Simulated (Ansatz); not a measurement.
# TiCo (Pm-3m) in Ansatz: settings compared

One crystal, TiCo, is run at these levels: PBE, BLYP+D4; tasks: single point, relaxation of cell and atoms.

Everything below comes from runs of Ansatz 0.2.0. Logs are shortened: lines on timing, memory, paths and dates and some standing lists are left out, and cuts for length are marked.

**1. Starting point**

The structure is cubic, space group Pm-3m (No. 221). Conventional cell: a = 2.986 Å, b = 2.986 Å, c = 2.986 Å, α = 90.00°, β = 90.00°, γ = 90.00°. Co (site symmetry m-3m) is surrounded by 8 Ti at 2.59 Å. Ti (site symmetry m-3m) is surrounded by 8 Co at 2.59 Å.

The cell comes from a database or a generator and needn't be the stable form of this composition.

**2. Single point, PBE, collinear spin, ferromagnetic start**

The input, input.yaml:

```yaml
crystal:
  lattice:
    - [2.98611099, 0.0, 0.0]
    - [0.0, 2.98611099, 0.0]
    - [0.0, 0.0, 2.98611099]
  atoms:
    - { symbol: Co, position: [0.5, 0.5, 0.5], spin: 2.0 }
    - { symbol: Ti, position: [0.0, 0.0, 0.0], spin: 1.0 }
kpoints:
  mp_grid: { grid: [9, 9, 9] }
scf:
  occupations: { method: gaussian, width: 0.021 }
hamiltonian:
  xc: pbe
  pseudopotentials: { kind: all_electron, lapw: { basis_error: 0.001 } }
magnetization:
  spin_polarized: true
output:
  forces: true
  stress: true
  eigenvalues: true
```

Potentials or basis: all-electron LAPW, scalar-relativistic.

The run is started by

```
ansatz run input.yaml --threads 2 --pin off --max-ram 6144MiB --backend cpu --events-out ev --progress --plain --runs-dir out
```

What it wrote:

```text
Warning: RAYON_NUM_THREADS=2 ignored (pool sized by the plan → 2); use --threads N
LAPW: plane waves up to 8.563 Å⁻¹, error target 1.0e-3 eV per atom; small_component_spin mean_spin; Ti in spheres of 1.288 Å, 12 of its electrons in bands, Dirac shells []; Co in spheres of 1.298 Å, 17 of its electrons in bands, Dirac shells [] (how accurate: hamiltonian.pseudopotentials.lapw.basis_error, Limitations)
Engine: ansatz 0.2.0, aarch64-unknown-linux-gnu
Pseudopotentials: kind: all_electron
Pseudopotential: Co, LAPW, valence charge 17, lapw/all_electron/scalar/gaussian/Co, Koelling and Harmon's equation, gaussian nucleus
Pseudopotential: Ti, LAPW, valence charge 12, lapw/all_electron/scalar/gaussian/Ti, Koelling and Harmon's equation, gaussian nucleus
Functional definition: PBE
  parameter kappa = 0.804
  parameter beta = 0.06672455060314922
  exchange = pbe_x(kappa = kappa, mu = beta*pi^2/3)
  correlation = pbe_c(beta = beta)
Crystal: 2 atoms, lattice volume = 26.627 Å³
Basis set: ecut = 279.3723131751071 eV, 257 PW (Γ), exchange–correlation at level 2
Bands: 20, of which v1, the nominal top of the filled ones, is band 15 counted from 1 (14 counted from 0)
Symmetry: 48 space group operations
Space group: Pm-3m (ITA 221), of the structure as read, at distance tolerance 3.0e-5 Å
Magnetic group: BNS 221.92 (UNI 1594), of the structure as read, at distance tolerance 3.0e-5 Å
k-points: 35 of 729
Non-local potential: Co, projectors of the file, none
Non-local potential: Ti, projectors of the file, none
Initial density: superposition of atomic densities (chi_scale 0.1, normalization cell)
Starting moments: Σ|m| = 3 μB on 2 of 2 sites
Initial wavefunctions: plane waves of lowest kinetic energy (no species holds an atomic orbital)
Functional: x = pbe(κ = 0.804, μ = 0.2195149727645171), c = pbe(β = 0.06672455060314922)
iter 1 solved again at ethr=2.74e-3 eV; its pass at ethr=1.00e-1 eV (dr2=7.95e-1 eV) is discarded
SCF iter   1: F=—  HF=-61151.873004 eV  |F-HF|=—  |Δ(HF+E_count)|=         —  Δρ=5.14e-2 (↑5.00e-2 ↓5.14e-2)  dr2=7.94e-1  dr2_m=5.16e-1  M=0.831 μB ∫|m|=0.866 μB  β_m=0.30  ethr=2.74e-3  ⟨swp⟩=2.0  Hψ=9538  notcnv=0
Mixer restart at iter 1: flushing history
preconditioner: auto → none  [metal: Δε(μ)=0.018 eV  Ē_g=4.958 eV  σ=0.021 eV  W_gap=0.45  n_scr=6 (ndim 8)  ℏωp=25.9 eV  f_vac=0.000  D(μ)=2.54/eV (n_scr^D=26)  sad-step TF]
SCF iter   2: F=—  HF=-61151.711431 eV  |F-HF|=—  |Δ(HF+E_count)|=   1.62e-1  Δρ=3.40e-2 (↑3.40e-2 ↓3.31e-2)  dr2=1.87e-1  dr2_m=2.48e-1  M=0.829 μB ∫|m|=0.904 μB  β_m=0.55  ethr=2.74e-3  ⟨swp⟩=2.1  Hψ=4344  notcnv=0
SCF iter   3: F=—  HF=-61151.913453 eV  |F-HF|=—  |Δ(HF+E_count)|=   2.02e-1  Δρ=2.69e-2 (↑1.87e-2 ↓2.69e-2)  dr2=7.82e-1  dr2_m=2.96e-2  M=0.622 μB ∫|m|=0.715 μB  β_m=0.44  ethr=6.43e-4  ⟨swp⟩=2.9  Hψ=4575  notcnv=0
iter 4 solved again at ethr=1.96e-5 eV; its pass at ethr=6.43e-4 eV (dr2=5.69e-3 eV) is discarded
SCF iter   4: F=—  HF=-61151.704467 eV  |F-HF|=—  |Δ(HF+E_count)|=   2.09e-1  Δρ=5.45e-3 (↑2.67e-3 ↓5.45e-3)  dr2=5.69e-3  dr2_m=2.24e-3  M=0.805 μB ∫|m|=0.963 μB  β_m=0.40  ethr=1.96e-5  ⟨swp⟩=2.0  Hψ=7489  notcnv=0
SCF iter   5: F=—  HF=-61151.709118 eV  |F-HF|=—  |Δ(HF+E_count)|=         —  Δρ=3.19e-3 (↑2.13e-3 ↓3.19e-3)  dr2=8.93e-4  dr2_m=1.38e-3  M=0.797 μB ∫|m|=0.970 μB  β_m=0.70  ethr=1.96e-5  ⟨swp⟩=2.8  Hψ=4358  notcnv=0
the basis was enlarged: its passes take 1.8 MiB over the memory plan, 2 of 2 planned eigensolver slots
SCF iter   6: F=—  HF=-61151.718308 eV  |F-HF|=—  |Δ(HF+E_count)|=   9.19e-3  Δρ=1.78e-3 (↑8.66e-4 ↓1.78e-3)  dr2=3.18e-4  dr2_m=4.01e-4  M=0.835 μB ∫|m|=1.047 μB  β_m=0.85  ethr=3.08e-6  ⟨swp⟩=3.0  Hψ=4664  notcnv=0
SCF iter   7: F=—  HF=-61151.718998 eV  |F-HF|=—  |Δ(HF+E_count)|=   6.90e-4  Δρ=4.55e-4 (↑4.55e-4 ↓3.07e-4)  dr2=2.59e-5  dr2_m=3.18e-5  M=0.835 μB ∫|m|=1.079 μB  β_m=0.92  ethr=1.10e-6  ⟨swp⟩=2.9  Hψ=4234  notcnv=0
SCF iter   8: F=—  HF=-61151.719035 eV  |F-HF|=—  |Δ(HF+E_count)|=   3.70e-5  Δρ=6.73e-5 (↑5.94e-5 ↓6.73e-5)  dr2=2.48e-6  dr2_m=6.32e-7  M=0.835 μB ∫|m|=1.090 μB  β_m=0.96  ethr=8.92e-8  ⟨swp⟩=3.0  Hψ=4142  notcnv=0
SCF iter   9: F=—  HF=-61151.719037 eV  |F-HF|=—  |Δ(HF+E_count)|=   2.46e-6  Δρ=1.96e-5 (↑8.15e-6 ↓1.96e-5)  dr2=2.74e-7  dr2_m=1.69e-8  M=0.835 μB ∫|m|=1.089 μB  β_m=0.90  ethr=8.55e-9  ⟨swp⟩=2.6  Hψ=3998  notcnv=0
SCF iter  10: F=—  HF=-61151.719037 eV  |F-HF|=—  |Δ(HF+E_count)|=   1.01e-7  Δρ=1.99e-6 (↑1.82e-6 ↓1.99e-6)  dr2=3.73e-10  dr2_m=7.70e-10  M=0.835 μB ∫|m|=1.089 μB  β_m=0.95  ethr=9.44e-10  ⟨swp⟩=2.3  Hψ=3977  notcnv=0
SCF iter  11: F=-61151.719037 eV  HF=-61151.719037 eV  |F-HF|=1.04e-8  |Δ(HF+E_count)|=   2.22e-8  Δρ=1.57e-6 (↑7.70e-7 ↓1.57e-6)  dr2=2.10e-9  dr2_m=7.05e-11  M=0.835 μB ∫|m|=1.089 μB  ethr=1.29e-12  ⟨swp⟩=3.2  Hψ=4640  notcnv=0
SCF 1 converged in 11 iterations: F = -61151.719037 eV  dr2 = 2.10e-9
SCF converged after 11 iterations
Magnetization: 0.8354 μB (14.9177 up, 14.0823 down)
Absolute magnetization: 1.0888 μB (∫|ρ↑−ρ↓|)
Spin contamination: 0.0749 ħ² per cell (⟨S²⟩ above its minimum at these occupations)
Per-site moments (μB) at R_I (Å): [(0.9484247946423867, 1.29780011045831), (-0.04702574758124811, 1.2882478268664723)]
Free energy (F): -61151.719037 eV
Harris-Foulkes:  -61151.719037 eV  (|F-HF|=1.04e-8)
Internal energy: -61151.718711 eV  (E = F + TS)
E sigma→0 (E₀):  -61151.718874 eV
Entropy (-TS):   -0.000326 eV (-0.163 meV/atom)
Fermi energy:    17.108885 eV
--- Per-component energies (eV) ---
  E_band       = -392.507080
  E_kinetic    = 61939.796082
  E_xc         = -2772.878102
  E_electrostatic = -120318.636690  (all electrons and nuclei)
  E_smearing   = -0.000326  (= −TS)
  E_closure    = 0.000000  (closes the sum)
  E_atoms      = -61135.910313  (free atoms, spherical and without spin; not in F)
  Σ components = -61151.719037   (vs F -61151.719037, Δ=0.00e0)
  Basis errors (estimates in eV, not in F): energy 2.1e-4 per atom: plane waves 1.7e-4 (8.7e-5 summed), levels above the bands 0.0e0, relativity 4.6e-9, radial functions 4.5e-5, core shells 7.1e-7; eigenvalues (radial functions only) 1.7e-6; not estimated: angular momenta, meshes, grids; target (lapw.basis_error) 1.0e-3; muffin-tin radii Ti 1.288 Å, Co 1.298 Å
--- Forces (eV/Å), atoms counted from 1 ---
  atom   1  Co    -0.00000000     0.00000000     0.00000000
  atom   2  Ti    -0.00000000     0.00000000     0.00000000
  max |Σ_I F_I| component: 5.00e-30 eV/Å
--- Stress (GPa, compression-positive) ---
       -0.517405       0.000000       0.000000
        0.000000      -0.517405       0.000000
        0.000000       0.000000      -0.517405
  P = ⅓ Tr σ = -0.5174 GPa (-5.174 kbar)
--- Band table (eV; the first three rows and the last of 70) ---
  k-point 0 ↑: bands = ["-78.6604", "-41.9252", "-41.9252", "-41.9252", "-39.9979", "-16.1089", "-16.1089", "-16.1089", "9.3752", "12.8795", "12.8795", "15.2108", "15.2108", "15.2108", "17.5780", "17.5780", "19.7749", "19.7749", "19.7749", "25.9556"]
  k-point 1 ↑: bands = ["-78.6603", "-41.9290", "-41.9250", "-41.9250", "-39.9929", "-16.1447", "-16.1064", "-16.1064", "9.6185", "12.9743", "12.9848", "15.1927", "15.1927", "15.2489", "17.4739", "17.6165", "19.4582", "19.4582", "19.7271", "24.8689"]
  k-point 2 ↑: bands = ["-78.6599", "-41.9386", "-41.9244", "-41.9244", "-39.9803", "-16.2346", "-16.1000", "-16.1000", "10.3158", "13.2390", "13.2419", "15.1518", "15.1518", "15.3493", "17.1836", "17.6286", "18.7900", "18.7900", "19.6023", "22.9400"]
  k-point 34 ↓: bands = ["-77.5293", "-40.8452", "-40.8450", "-40.8450", "-39.9293", "-16.3511", "-16.3510", "-16.3510", "14.5550", "14.7113", "14.7113", "14.9854", "15.0386", "15.0386", "17.2028", "17.2028", "20.0779", "20.0779", "23.9425", "24.5797"]
```

Run time: 14 s. Hardware: 2 threads of Arm Neoverse V1, shared host; peak memory 0.42 GiB.

What came out:

| Item | Value |
| --- | --- |
| Free energy | -61151.7190 eV |
| Pressure | -0.5 GPa |
| Band gap on the k mesh | none (metal or under the smearing width) |
| Net moment | 0.84 μB per cell |
| Absolute moment | 1.09 μB per cell |
| Site moments | Co +0.95; Ti -0.05 μB |

**3. Single point, PBE, collinear spin, ferromagnetic start**

input.yaml: that of step 2 with these lines changed.

```diff
@@ -11,3 +11,3 @@
 scf:
-  occupations: { method: gaussian, width: 0.021 }
+  occupations: { method: gaussian, width: 0.1 }
 hamiltonian:
```

Potentials or basis: all-electron LAPW, scalar-relativistic.

The run is started by

```
ansatz run input.yaml --threads 2 --pin off --max-ram 6144MiB --backend cpu --events-out ev --progress --plain --runs-dir out
```

Run time: 15 s. Hardware: 2 threads of Arm Neoverse V1, shared host; peak memory 0.42 GiB.

It converged, with:

```yaml
Free_energy: -61151.7232 eV
Pressure: -0.5 GPa
Band_gap_on_the_k_mesh: none (metal or under the smearing width)
Net_moment: 0.84 μB per cell
Absolute_moment: 1.07 μB per cell
Site_moments: Co +0.94; Ti -0.04 μB
```

Levels at points of the mesh, in eV from the Fermi level:
Spin up:
| k point | band 11 | band 12 | band 13 | band 14 | band 15 | band 16 | band 17 | band 18 | band 19 | band 20 |
| --- | --- | --- | --- | --- | --- | --- | --- | --- | --- | --- |
| (0.00, 0.00, 0.00) | -4.22 | -1.89 | -1.89 | -1.89 | 0.47 | 0.47 | 2.67 | 2.67 | 2.67 | 8.85 |
Spin down:
```tsv
k point	band 11	band 12	band 13	band 14	band 15	band 16	band 17	band 18
(0.00, 0.00, 0.00)	-3.54	-1.36	-1.36	-1.36	1.04	1.04	2.77	2.77
```

**4. Relaxation of cell and atoms, BLYP+D4, collinear spin, ferromagnetic start**

input.yaml: that of step 3 with these lines changed.

```diff
@@ -11,5 +11,6 @@
 scf:
-  occupations: { method: gaussian, width: 0.1 }
+  occupations: { method: fermi_dirac, width: 0.05 }
 hamiltonian:
-  xc: pbe
+  xc: blyp
+  dispersion: d4
   pseudopotentials: { kind: all_electron, lapw: { basis_error: 0.001 } }
@@ -20,2 +21,5 @@
   stress: true
-  eigenvalues: true
+relax:
+  f_tol: 0.01
+  max_steps: 60
+  cell: {}
```

The run is started by

```
ansatz run input.yaml --threads 2 --pin off --max-ram 6144MiB --backend cpu --events-out ev --progress --plain --runs-dir out
```

It took 46 s on 2 threads of Arm Neoverse V1, shared host; peak memory 0.44 GiB.

Results (log left out):

- Free energy: -61167.2766 eV
- Relaxed volume: 13.12 Å³/atom
- Relaxed cell: a = 2.971 Å, b = 2.971 Å, c = 2.971 Å, α = 90.00°, β = 90.00°, γ = 90.00°
- Space group after relaxing (to 0.05 Å): Pm-3m (No. 221)
- Energy gained by relaxing: 1.5 meV/atom
- Ionic steps: 4
- Pressure after relaxing: 0.0 GPa
- Net moment: 0.77 μB per cell
- Absolute moment: 0.92 μB per cell
- Site moments: Co +0.83; Ti -0.00 μB

Step by step:
```tsv
step	energy change (eV)	largest force (eV/Å)	volume (Å³)
1	0.0000	0.0000	26.63
2	-0.0029	0.0000	26.26
3	-0.0030	0.0000	26.23
4	-0.0030	0.0000	26.23
```

Final structure:
```
CELL_PARAMETERS angstrom
2.97137 0.00000 0.00000
0.00000 2.97137 0.00000
0.00000 0.00000 2.97137
ATOMIC_POSITIONS crystal
Co 0.50000 0.50000 0.50000
Ti 0.00000 0.00000 0.00000
```

**5. Summary**

| task | level | cell | cutoff (eV) | smearing | gap on the mesh (eV) | pressure (GPa) | moment (μB) |
| --- | --- | --- | --- | --- | --- | --- | --- |
| single point | PBE | as given | 279 | gaussian 0.021 eV | none | -0.5 | 0.84 |
| single point | PBE | as given | 279 | gaussian 0.1 eV | none | -0.5 | 0.84 |
| relaxation of cell and atoms | BLYP+D4 | relaxed | - | fermi-dirac 0.05 eV | - | 0.0 | 0.77 |

Alike in all rows: potentials or basis all-electron LAPW, scalar-relativistic; spin collinear, ferromagnetic start; k mesh 9 × 9 × 9; basis error allowed 0.001 eV/atom.

Compare energies only between runs with the same functional and basis.
